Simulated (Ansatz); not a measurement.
Layered crystal of BN, relaxed:

```cif
data_structure
_symmetry_space_group_name_H-M 'P6_3/mmc'
_symmetry_Int_Tables_number 194
_cell_length_a 2.5064
_cell_length_b 2.5064
_cell_length_c 6.6168
_cell_angle_alpha 90.000
_cell_angle_beta 90.000
_cell_angle_gamma 120.000
_cell_volume 36.00
loop_
_atom_site_label
_atom_site_type_symbol
_atom_site_symmetry_multiplicity
_atom_site_Wyckoff_symbol
_atom_site_fract_x
_atom_site_fract_y
_atom_site_fract_z
_atom_site_occupancy
B1 B 2 c 0.33333 0.66667 0.25000 1
N1 N 2 d 0.33333 0.66667 0.75000 1
```

Level of theory: DFT PBE+D3(BJ), scalar-relativistic, plane waves, PAW in Ansatz 0.2.0. Cutoff 420 eV; k points 12×12×4 on the computed 4-atom cell (Γ-centred); Gaussian smearing, width 0.02 eV; no spin polarisation.

Q: What does it cost to take out one layer and relax it free-standing?

A: 19.3 meV/Å² (52 meV/atom). The layer's area changes by +0.2 %. The gap on the mesh goes from 4.27 eV to 4.68 eV. The layer is isolated along c and computed on a 12×12×1 mesh.

Gaps are read on the k meshes alone.